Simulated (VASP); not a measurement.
# SnO2 (P4_2/mnm) in VASP: phonons with r2SCAN

Aim: the phonons of SnO2 with r2SCAN.

Program: VASP 6.6.1. These are calculated values, not measurements. Logs are shortened: lines on timing, memory, paths and dates and some standing lists are left out, and cuts for length are marked.

### 1 The crystal as given

Symmetry: P4_2/mnm, No. 136, tetragonal system. The conventional cell has a = 4.738 Å, b = 4.738 Å, c = 3.187 Å, α = 90.00°, β = 90.00°, γ = 90.00°. Around Sn (site symmetry mmm) lie 6 O at 2.05 to 2.06 Å. O (site symmetry m2m) has 3 Sn at 2.05 to 2.06 Å as nearest neighbours.

### 2 Phonons, r2SCAN

Contents of POSCAR:

```
SnO2
1.0
    4.7380000000      0.0000000000      0.0000000000
    0.0000000000      4.7380000000      0.0000000000
    0.0000000000      0.0000000000      3.1865000000
Sn O
2 4
Direct
    0.0000000000      0.0000000000      0.0000000000
    0.5000000000      0.5000000000      0.5000000000
    0.3071000000      0.3071000000      0.0000000000
    0.1929000000      0.8071000000      0.5000000000
    0.6929000000      0.6929000000      0.0000000000
    0.8071000000      0.1929000000      0.5000000000
```

Contents of INCAR.step1:

```
SYSTEM = SnO2
ALGO = Normal
EDIFF = 1E-8
EDIFFG = -0.002
ENCUT = 600
IBRION = 2
ISIF = 3
ISMEAR = 0
LASPH = .TRUE.
LCHARG = .FALSE.
LMIXTAU = .TRUE.
LREAL = .FALSE.
LWAVE = .FALSE.
METAGGA = R2SCAN
NELM = 80
NSW = 40
PREC = Accurate
SIGMA = 0.02
```

Contents of INCAR.step2:

```
SYSTEM = SnO2
ALGO = Normal
EDIFF = 1E-8
ENCUT = 600
IBRION = 6
ISIF = 2
ISMEAR = 0
LASPH = .TRUE.
LCHARG = .FALSE.
LMIXTAU = .TRUE.
LREAL = .FALSE.
LWAVE = .FALSE.
METAGGA = R2SCAN
NELM = 80
NFREE = 2
NSW = 1
POTIM = 0.015
PREC = Accurate
SIGMA = 0.02
```

Contents of KPOINTS:

```
k-points
0
G
  5 5 6
  0 0 0
```

Potentials or basis: VASP PAW PBE potentials, release 64 (Sn_d, O).

Launch:

```sh
> cat potpaw_PBE.64/Sn_d/POTCAR potpaw_PBE.64/O/POTCAR > POTCAR
> cp INCAR.step1 INCAR
> mpirun -np 1 vasp_std > vasp.out
> cp CONTCAR POSCAR
> cp INCAR.step2 INCAR
> mpirun -np 1 vasp_std > vasp.out
```

OUTCAR:

```text
SYSTEM = SnO2
   EDIFF = 1E-8
   ENCUT = 600
   IBRION = 6
   ISIF = 2
   ISMEAR = 0
   LASPH = .TRUE.
   LREAL = .FALSE.
   METAGGA = R2SCAN
   NELM = 80
   NFREE = 2
   NSW = 1
   POTIM = 0.015
   PREC = Accurate

 ion  position               nearest neighbor table
   1  0.000  0.000  0.000-   3 2.06   5 2.06   4 2.07   6 2.07   4 2.07   6 2.07   2 3.73   2 3.73
                             2 3.73   2 3.73   2 3.73   2 3.73   2 3.73   2 3.73
   2  0.500  0.500  0.500-   4 2.06   6 2.06   5 2.07   3 2.07   3 2.07   5 2.07   1 3.73   1 3.73
                             1 3.73   1 3.73   1 3.73   1 3.73   1 3.73   1 3.73
   3  0.306  0.306  0.000-   1 2.06   2 2.07   2 2.07
   4  0.194  0.806  0.500-   2 2.06   1 2.07   1 2.07
   5  0.694  0.694  0.000-   1 2.06   2 2.07   2 2.07
   6  0.806  0.194  0.500-   2 2.06   1 2.07   1 2.07

  LATTYP: Found a simple tetragonal cell.
 ALAT       =     4.7644981184
 C/A-ratio  =     0.6732078883

  Lattice vectors:

 A1 = (   4.7644981184,   0.0000000000,   0.0000000000)
 A2 = (   0.0000000000,   4.7644981184,   0.0000000000)
 A3 = (   0.0000000000,   0.0000000000,   3.2074977173)

Analysis of symmetry for initial positions (statically):
=====================================================================
 Subroutine PRICEL returns:
 Original cell was already a primitive cell.

 Routine SETGRP: Setting up the symmetry group for a
 simple tetragonal supercell.

 Subroutine GETGRP returns: Found 16 space group operations
 (whereof  8 operations were pure point group operations)
 out of a pool of 16 trial point group operations.

The static configuration has the point symmetry D_2h.
 The point group associated with its full space group is D_4h.

Analysis of symmetry for dynamics (positions and initial velocities):
=====================================================================
 Subroutine PRICEL returns:
 Original cell was already a primitive cell.

 Routine SETGRP: Setting up the symmetry group for a
 simple tetragonal supercell.

 Subroutine GETGRP returns: Found 16 space group operations
 (whereof  8 operations were pure point group operations)
 out of a pool of 16 trial point group operations.

The dynamic configuration has the point symmetry D_2h.
 The point group associated with its full space group is D_4h.

 Subroutine INISYM returns: Found 16 space group operations
 (whereof  8 operations are pure point group operations),
 and found     1 'primitive' translations

----------------------------------------------------------------------------------------

                                     Primitive cell

  volume of cell :      72.8116

  direct lattice vectors                    reciprocal lattice vectors
     4.764498118  0.000000000  0.000000000     0.209885695  0.000000000  0.000000000
     0.000000000  4.764498118  0.000000000     0.000000000  0.209885695  0.000000000
     0.000000000  0.000000000  3.207497717     0.000000000  0.000000000  0.311769513

  length of vectors
     4.764498118  4.764498118  3.207497717     0.209885695  0.209885695  0.311769513

  position of ions in fractional coordinates (direct lattice)
     0.000000000  0.000000000  0.000000000
     0.500000000  0.500000000  0.500000000
     0.305847236  0.305847236  0.000000000
     0.194152764  0.805847236  0.500000000
     0.694152764  0.694152764  0.000000000
     0.805847236  0.194152764  0.500000000

  ion indices of the primitive-cell ions
   primitive index   ion index
                 1           1
                 2           2
                 3           3
                 4           4
[... 83 lines left out ...]
   PSTRESS=    0.0 pullay stress
   NELECT =      52.0000    total number of electrons
   NUPDOWN=      -1.0000    fix difference up-down
   EMIN   =  10.00;   EMAX   =-10.00  energy-range for DOS
   EFERMI =   0.00;   METHOD = LEGACY
   ISMEAR =     0;   SIGMA  =   0.02  broadening in eV -4-tet -1-fermi 0-gaus
   EFERMI_NEDOS =   21; number of points for ismear=-14 and -15
   IALGO  =     38    algorithm
   IMIX   =      4    mixing-type and parameters
     AMIX     =   0.40;   BMIX     =  1.00
     AMIX_MAG =   1.60;   BMIX_MAG =  1.00
  volume/ion in A,a.u.               =      12.14        81.89
  Fermi-wavevector in a.u.,A,eV,Ry     =   1.463330  2.765293 29.134642  2.141336
  Thomas-Fermi vector in A             =   2.579438
   LORBIT       =      0    0 simple, 1 ext, 2 COOP (PROOUT), +10 PAW based schemes
   METAGGA = R2SCAN    functional components
   LHFCALC =     F    Hartree Fock is set to
   AEXX    =    0.0000 exact exchange contribution
   IVDW    =     0    specifies the selected vdW correction
   LEPSILON=     F    determine dielectric tensor
   LRPA    =     F    only Hartree local field effects (RPA)
 finite differences with symmetry
 non-spin polarized calculation
 Gauss-broadening in eV      SIGMA  =   0.02
  energy-cutoff  :      600.00
  volume of cell :       72.81
 maximum number of plane-waves:      2461
 NGX is ok and might be reduce to    40
   NGX = 19   NGY = 19   NGZ = 13

--------------------------------------- Ionic step        1  -------------------------------------------

 number of electron      52.0000006 magnetization

 Free energy of the ion-electron system (eV)
  ---------------------------------------------------
  ext. energy  EPLUGINS =         0.00000000
  ---------------------------------------------------
  free energy    TOTEN  =       -84.64584695 eV

  energy without entropy =      -84.64584695  energy(sigma->0) =      -84.64584695

------------------------ aborting loop because EDIFF is reached ----------------------------------------

  FORCE on cell =-STRESS in cart. coord.  units (eV):
  Direction    XX          YY          ZZ          XY          YZ          ZX
  --------------------------------------------------------------------------------------
  -------------------------------------------------------------------------------------
  Total       -0.0107763     -0.0107763     -0.0177741      0.0000000      0.0000000      0.0000000
  in kB       -0.2371252     -0.2371252     -0.3911095      0.0000000      0.0000000      0.0000000
  external PRESSURE =      -0.2884533 kB  Pullay stress =       0.0000000 kB
[... 307 lines left out ...]
--------------------------------------- Ionic step        9  -------------------------------------------

 number of electron      52.0000007 magnetization

 Free energy of the ion-electron system (eV)
  ---------------------------------------------------
  ext. energy  EPLUGINS =         0.00000000
  ---------------------------------------------------
  free energy    TOTEN  =       -84.64434754 eV

  energy without entropy =      -84.64434754  energy(sigma->0) =      -84.64434754

 E-fermi :   5.6408     XC(G=0): -11.9461

 val. band max:        5.5100166793   @ k =   0.0000   0.0000   0.0000
 cond. band min:       7.2521007799   @ k =   0.0000   0.0000   0.0000
 fundamental gap:      1.7420841005
 Fermi energy:         5.6408156355

 k-point     1 :       0.0000    0.0000    0.0000
  band No.  band energies     occupation
      1     -16.2191      2.00000
      2     -15.3108      2.00000
      3     -15.0253      2.00000
      4     -15.0244      2.00000
      5     -15.0032      2.00000
      6     -14.9647      2.00000
[... 805 lines left out ...]
     30      15.3447      0.00000
     31      17.1228      0.00000

 [... further k-points ...]

------------------------ aborting loop because EDIFF is reached ----------------------------------------

  FORCE on cell =-STRESS in cart. coord.  units (eV):
  Direction    XX          YY          ZZ          XY          YZ          ZX
  --------------------------------------------------------------------------------------
  -------------------------------------------------------------------------------------
  Total       -0.0068540     -0.0068540     -0.0134420      0.0025501     -0.0791657     -0.0791689
  in kB       -0.1508183     -0.1508183     -0.2957836      0.0561130     -1.7419949     -1.7420661
  external PRESSURE =      -0.1991401 kB  Pullay stress =       0.0000000 kB
[... 21 lines left out ...]
  FREE ENERGIE OF THE ION-ELECTRON SYSTEM (eV)
  ---------------------------------------------------
  free  energy   TOTEN  =       -84.6443475379 eV

  energy  without entropy=      -84.6443475379  energy(sigma->0) =      -84.64434754

 INTERNAL STRAIN TENSORS FROM DISPLACED ATOMS
 ============================================

 INTERNAL STRAIN TENSOR FOR ION    1 for displacements in x,y,z  (eV/Angst):
          X           Y           Z          XY          YZ          ZX
  --------------------------------------------------------------------------------
  x     0.00000     0.00000     0.00000     0.00000     0.00000     0.00000
  y     0.00000     0.00000     0.00000     0.00000     0.00000     0.00000
  z     0.00000     0.00000     0.00000     0.00000     0.00000     0.00000

 INTERNAL STRAIN TENSOR FOR ION    6 for displacements in x,y,z  (eV/Angst):
          X           Y           Z          XY          YZ          ZX
  --------------------------------------------------------------------------------
  x     1.81287     0.74271     4.86857     2.24974     0.00000     0.00000
  y    -0.74271    -1.81287    -4.86857    -2.24986     0.00000     0.00000
  z     0.00000     0.00000     0.00000     0.00000    -5.27677     5.27699

 Eigenvectors and eigenvalues of the dynamical matrix
 ----------------------------------------------------

   1 f  =   22.944623 THz   144.165316 2PiTHz  765.350230 cm-1    94.891292 meV
             X         Y         Z           dx          dy          dz
      0.000000  0.000000  0.000000    -0.000000    0.000000    0.000000
      2.382249  2.382249  1.603749    -0.000000    0.000000   -0.000000
      1.457209  1.457209  0.000000     0.353553    0.353553    0.000000
      0.925040  3.839458  1.603749     0.353553   -0.353553   -0.000000
      3.307290  3.307290  0.000000    -0.353553   -0.353553    0.000000
      3.839458  0.925040  1.603749    -0.353553    0.353553    0.000000
[... 145 lines left out ...]
  18 f/i=    0.070715 THz     0.444315 2PiTHz    2.358798 cm-1     0.292454 meV
             X         Y         Z           dx          dy          dz
      0.000000  0.000000  0.000000     0.450135    0.432196    0.000000
      2.382249  2.382249  1.603749     0.451519    0.433638    0.000000
      1.457209  1.457209  0.000000     0.166984    0.160216    0.000000
      0.925040  3.839458  1.603749     0.170292    0.163661    0.000000
      3.307290  3.307290  0.000000     0.166984    0.160216    0.000000
      3.839458  0.925040  1.603749     0.170292    0.163661    0.000000

 ELASTIC MODULI CONTR FROM IONIC RELAXATION (kBar)
 Direction    XX          YY          ZZ          XY          YZ          ZX
 --------------------------------------------------------------------------------
 XX         -73.5183     48.8656    -46.9651      0.0000     -0.0000     -0.0000
 YY          48.8656    -73.5183    -46.9651     -0.0000      0.0000      0.0000
 ZZ         -46.9651    -46.9651   -178.9441     -0.0000     -0.0000     -0.0000
 XY           0.0000     -0.0000      0.0000    -25.8529     -0.0000     -0.0000
 YZ          -0.0000      0.0000     -0.0000     -0.0000   -189.5391      0.0000
 ZX          -0.0000      0.0000     -0.0000     -0.0000      0.0000   -189.5545
 --------------------------------------------------------------------------------
```

Run time: 53 min. Hardware: 1 thread of Intel Xeon Platinum 8488C (Sapphire Rapids), shared host; peak memory 0.4 GiB.

What came out:

| Quantity | Value |
| --- | --- |
| Relaxed volume | 12.14 Å³/atom |
| Relaxed cell | a = 4.764 Å, b = 4.764 Å, c = 3.207 Å, α = 90.00°, β = 90.00°, γ = 90.00° |
| Space group after relaxing (to 0.05 Å) | P4_2/mnm (No. 136) |
| Highest phonon frequency at Γ, LO-TO splitting left out | 765 cm⁻¹ |

The path:
```
step  energy change (eV)  largest force (eV/Å)  pressure (GPa)  volume (Å³)
   1              0.0000                0.2773            4.32        71.53
   2              0.0237                0.2121           -6.06        74.91
   3             -0.0214                0.0589           -0.19        72.88
   4             -0.0214                0.0630           -0.11        72.85
   5             -0.0218                0.0059            0.04        72.79
   6             -0.0218                0.0016            0.06        72.78
   7             -0.0218                0.0003            0.05        72.78
   8             -0.0219                0.0018           -0.04        72.82
   9             -0.0219                0.0018           -0.03        72.82
  10             -0.0219                0.0013            0.01        72.81
  11             -0.0219                0.0005           -0.01        72.81
```

Final structure:
```xyz
6
Lattice="4.7645 0.0000 0.0000 0.0000 4.7645 0.0000 0.0000 0.0000 3.2075" Properties=species:S:1:pos:R:3 pbc="T T T"
Sn    0.0000    0.0000    0.0000
Sn    2.3822    2.3822    1.6037
O     1.4572    1.4572    0.0000
O     0.9250    3.8395    1.6037
O     3.3073    3.3073    0.0000
O     3.8395    0.9250    1.6037
```

Phonon frequencies in cm⁻¹ (negative: imaginary):
| q point | frequencies |
| --- | --- |
| (0.000, 0.000, 0.000) | -2 -2 0 118 152 242 242 287 287 373 463 469 469 567 604 604 630 765 |

Caveat: the PAW data sets were made with another functional, which shifts forces and pressure a little.
